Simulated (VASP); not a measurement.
# SnGe7 (P-4m2) in VASP: relaxation of the atoms with PBEsol

Aim: the relaxation of the atoms of SnGe7 with PBEsol.

All numbers are computed with VASP 6.6.1; they aren't measurements. Logs are shortened: lines on timing, memory, paths and dates and some standing lists are left out, and cuts for length are marked.

### Step 1. Starting point

Symmetry: P-4m2, No. 115, tetragonal system. Conventional cell: a = 4.014 Å, b = 4.014 Å, c = 11.834 Å, α = 90.00°, β = 90.00°, γ = 90.00°. Ge (site symmetry 2mm) is surrounded by 4 Ge at 2.49 Å. Ge (site symmetry 2mm) is surrounded by 2 Ge at 2.49 Å and 2 Sn at 2.49 Å. Around Ge (site symmetry 2mm) lie 4 Ge at 2.49 Å. Ge (site symmetry -4m2) has 4 Ge at 2.49 Å as nearest neighbours. Around Sn (site symmetry -4m2) lie 4 Ge at 2.49 Å.

The cell comes from a database or a generator and needn't be the stable form of this composition.

### Step 2. Relaxation of the atoms, PBEsol

INCAR reads:

```
SYSTEM = SnGe7
PREC = Accurate ; ENCUT = 400
EDIFF = 1E-7 ; ISMEAR = 0
SIGMA = 0.02 ; LREAL = .False.
LASPH = .True. ; NELM = 100
ALGO = Fast ; ISIF = 2
LWAVE = .False. ; LCHARG = .False.
GGA = PS ; IBRION = 2
NSW = 60 ; EDIFFG = -0.005
```

KPOINTS reads:

```
Automatic mesh
0
Gamma
  6 6 3
  0 0 0
```

POSCAR reads:

```
SnGe7
1.0
    5.6760000000      0.0000000000      0.0000000000
    0.0000000000      5.6760000000      0.0000000000
    0.0000000000      0.0000000000     11.8342000000
Ge Sn
14 2
Direct
    0.0000000000      0.0000000000      0.0000000000
    0.0000000000      0.5000000000      0.2500000000
    0.5000000000      0.0000000000      0.2500000000
    0.5000000000      0.5000000000      0.0000000000
    0.2500000000      0.2500000000      0.1250000000
    0.7500000000      0.7500000000      0.1250000000
    0.0000000000      0.0000000000      0.5000000000
    0.0000000000      0.5000000000      0.7500000000
    0.5000000000      0.0000000000      0.7500000000
    0.5000000000      0.5000000000      0.5000000000
    0.2500000000      0.2500000000      0.6250000000
    0.2500000000      0.7500000000      0.8750000000
    0.7500000000      0.2500000000      0.8750000000
    0.7500000000      0.7500000000      0.6250000000
    0.2500000000      0.7500000000      0.3750000000
    0.7500000000      0.2500000000      0.3750000000
```

Potentials or basis: VASP PAW PBE potentials, release 64 (Ge_d, Sn_d).

On the command line:

```
$ cat potpaw_PBE.64/Ge_d/POTCAR potpaw_PBE.64/Sn_d/POTCAR > POTCAR
$ mpirun -np 1 vasp_std > vasp.out
```

OUTCAR:

```text
SYSTEM = SnGe7
   PREC = Accurate
   ENCUT = 400
   EDIFF = 1E-7
   ISMEAR = 0
   LREAL = .False.
   LASPH = .True.
   NELM = 100
   ISIF = 2
   GGA = PS
   IBRION = 2
   NSW = 60
   EDIFFG = -0.005

 ion  position               nearest neighbor table
   1  0.000  0.000  0.000-   5 2.49   6 2.49  12 2.49  13 2.49
   2  0.000  0.500  0.250-   5 2.49   6 2.49  15 2.49  16 2.49
   3  0.500  0.000  0.250-   5 2.49   6 2.49  15 2.49  16 2.49
   4  0.500  0.500  0.000-   5 2.49   6 2.49  12 2.49  13 2.49
   5  0.250  0.250  0.125-   1 2.49   2 2.49   3 2.49   4 2.49
   6  0.750  0.750  0.125-   1 2.49   2 2.49   3 2.49   4 2.49
[... 8 lines left out ...]
  15  0.250  0.750  0.375-   2 2.49   3 2.49   7 2.49  10 2.49
  16  0.750  0.250  0.375-   2 2.49   3 2.49   7 2.49  10 2.49
[... 7 lines left out ...]
 A1 = (   5.6760000000,   0.0000000000,   0.0000000000)
 A2 = (   0.0000000000,   5.6760000000,   0.0000000000)
 A3 = (   0.0000000000,   0.0000000000,  11.8342000000)

Analysis of symmetry for initial positions (statically):
=====================================================================
 Subroutine PRICEL returns following result:

  LATTYP: Found a simple tetragonal cell.
 ALAT       =     4.0135380900
 C/A-ratio  =     2.9485704968

  Lattice vectors:

 A1 = (   2.8380000000,  -2.8380000000,   0.0000000000)
 A2 = (   2.8380000000,   2.8380000000,   0.0000000000)
 A3 = (   0.0000000000,   0.0000000000,  11.8342000000)

   2 primitive cells build up your supercell.

 Routine SETGRP: Setting up the symmetry group for a
 simple tetragonal supercell.

 Subroutine GETGRP returns: Found  8 space group operations
 (whereof  4 operations were pure point group operations)
 out of a pool of 16 trial point group operations.

The static configuration has the point symmetry C_2v.
 The point group associated with its full space group is D_2d.

Analysis of symmetry for dynamics (positions and initial velocities):
=====================================================================
 Subroutine PRICEL returns following result:

  LATTYP: Found a simple tetragonal cell.
 ALAT       =     4.0135380900
 C/A-ratio  =     2.9485704968

  Lattice vectors:

 A1 = (   2.8380000000,  -2.8380000000,   0.0000000000)
 A2 = (   2.8380000000,   2.8380000000,   0.0000000000)
 A3 = (   0.0000000000,   0.0000000000,  11.8342000000)

   2 primitive cells build up your supercell.

 Routine SETGRP: Setting up the symmetry group for a
 simple tetragonal supercell.
[... 136 lines left out ...]
  Thomas-Fermi vector in A             =   2.496867
   LORBIT       =      0    0 simple, 1 ext, 2 COOP (PROOUT), +10 PAW based schemes
   GGA     = PS    functional components
   LHFCALC =     F    Hartree Fock is set to
   AEXX    =    0.0000 exact exchange contribution
   IVDW    =     0    specifies the selected vdW correction
   LEPSILON=     F    determine dielectric tensor
   LRPA    =     F    only Hartree local field effects (RPA)
 conjugate gradient relaxation of ions
 non-spin polarized calculation
 RMM-DIIS sequential band-by-band and
 Gauss-broadening in eV      SIGMA  =   0.02
  energy-cutoff  :      400.00
  volume of cell :      381.26
 maximum number of plane-waves:      6954
 NGX is ok and might be reduce to    40
   NGX = 19   NGY = 19   NGZ = 39

--------------------------------------- Ionic step        1  -------------------------------------------

 number of electron     224.0000115 magnetization

 Free energy of the ion-electron system (eV)
  ---------------------------------------------------
  ext. energy  EPLUGINS =         0.00000000
  ---------------------------------------------------
  free energy    TOTEN  =       -76.51444563 eV

  energy without entropy =      -76.51411273  energy(sigma->0) =      -76.51427918

------------------------ aborting loop because EDIFF is reached ----------------------------------------

  FORCE on cell =-STRESS in cart. coord.  units (eV):
  Direction    XX          YY          ZZ          XY          YZ          ZX
  --------------------------------------------------------------------------------------
  -------------------------------------------------------------------------------------
  Total        5.6209199      5.6209199     -1.1054818     -0.0000000      0.0000000      0.0000000
  in kB       23.6207835     23.6207835     -4.6455646     -0.0000000      0.0000000      0.0000000
  external PRESSURE =      14.1986675 kB  Pullay stress =       0.0000000 kB
[... 131 lines left out ...]
  FREE ENERGIE OF THE ION-ELECTRON SYSTEM (eV)
  ---------------------------------------------------
  free  energy   TOTEN  =       -76.9037548772 eV

  energy  without entropy=      -76.9034219854  energy(sigma->0) =      -76.90358843

[... ionic steps 4 to 8 ...]

--------------------------------------- Ionic step        9  -------------------------------------------

 number of electron     223.9999888 magnetization

------------------------ aborting loop because EDIFF is reached ----------------------------------------
[... 95 lines left out ...]
--------------------------------------- Ionic step       11  -------------------------------------------

 number of electron     223.9999890 magnetization

 Free energy of the ion-electron system (eV)
  ---------------------------------------------------
  ext. energy  EPLUGINS =         0.00000000
  ---------------------------------------------------
  free energy    TOTEN  =       -77.04207286 eV

  energy without entropy =      -77.04173997  energy(sigma->0) =      -77.04190641

 E-fermi :   5.1466     XC(G=0): -10.0064

 val. band max:        5.1370245190   @ k =   0.1667   0.1667   0.0000
 cond. band min:       5.2271126698   @ k =   0.5000   0.5000   0.0000
 fundamental gap:      0.0900881507
 Fermi energy:         5.1465632444

 k-point     1 :       0.0000    0.0000    0.0000
  band No.  band energies     occupation
      1     -19.7628      2.00000
      2     -19.7628      2.00000
      3     -19.7585      2.00000
      4     -19.7583      2.00000
      5     -19.7527      2.00000
      6     -19.7527      2.00000
[... 2529 lines left out ...]
    123       8.7672      0.00000
    124       8.7672      0.00000
 [bands above 124 left out]

------------------------ aborting loop because EDIFF is reached ----------------------------------------

  FORCE on cell =-STRESS in cart. coord.  units (eV):
  Direction    XX          YY          ZZ          XY          YZ          ZX
  --------------------------------------------------------------------------------------
  -------------------------------------------------------------------------------------
  Total        3.8140684      3.8140684     -2.1708996     -0.0000000      0.0000000      0.0000000
  in kB       16.0278542     16.0278542     -9.1227681     -0.0000000      0.0000000      0.0000000
  external PRESSURE =       7.6443134 kB  Pullay stress =       0.0000000 kB
[... 31 lines left out ...]
  FREE ENERGIE OF THE ION-ELECTRON SYSTEM (eV)
  ---------------------------------------------------
  free  energy   TOTEN  =       -77.0420728574 eV

  energy  without entropy=      -77.0417399656  energy(sigma->0) =      -77.04190641

 reached required accuracy - stopping structural energy minimisation
```

Wall time 1.8 h (1 thread of Intel Xeon Platinum 8488C (Sapphire Rapids), shared host); peak memory 0.69 GiB.

What came out:

```yaml
Free_energy: -77.0421 eV
Energy_gained_by_relaxing: 33.0 meV/atom
Ionic_steps: 11
Pressure_after_relaxing: 0.8 GPa
Band_gap_on_the_k_mesh: none (metal or under the smearing width)
```

The path:
```tsv
step	energy change (eV)	largest force (eV/Å)	pressure (GPa)
1	0.0000	1.6196	1.42
2	-0.3412	0.5432	1.04
3	-0.3893	0.6689	0.92
4	-0.4660	0.3267	0.85
5	-0.4985	0.4005	0.80
6	-0.5261	0.0945	0.77
7	-0.5276	0.0076	0.76
8	-0.5276	0.0142	0.76
9	-0.5276	0.0081	0.76
10	-0.5276	0.0080	0.76
11	-0.5276	0.0007	0.76
```

Final structure:
```
Ge Sn
1.0
     5.67600    0.00000    0.00000
     0.00000    5.67600    0.00000
     0.00000    0.00000   11.83420
Ge Sn
14 2
Direct
  0.00000 0.00000 0.99563
  0.00000 0.50000 0.23629
  0.50000 0.00000 0.23629
  0.50000 0.50000 0.99563
  0.25000 0.25000 0.11646
  0.75000 0.75000 0.11646
  0.00000 0.00000 0.51371
  0.00000 0.50000 0.75437
  0.50000 0.00000 0.75437
  0.50000 0.50000 0.51371
  0.25000 0.25000 0.63354
  0.25000 0.75000 0.87500
  0.75000 0.25000 0.87500
  0.75000 0.75000 0.63354
  0.25000 0.75000 0.37500
  0.75000 0.25000 0.37500
```

Levels at points of the mesh, in eV from the Fermi level:
```
           k point  band 109  band 110  band 111  band 112  band 113  band 114  band 115  band 116
(0.00, 0.00, 0.00)     -1.69     -0.33     -0.29      0.12      0.12      0.44      0.44      0.48
(0.50, 0.00, 0.00)     -1.67     -1.67     -1.55     -1.55      0.76      0.76      1.63      1.63
(0.50, 0.50, 0.00)     -1.50     -1.50     -0.63     -0.63     -0.20     -0.20      0.08      0.08
```

Caveat: the PAW data sets were made with another functional, which shifts forces and pressure a little.
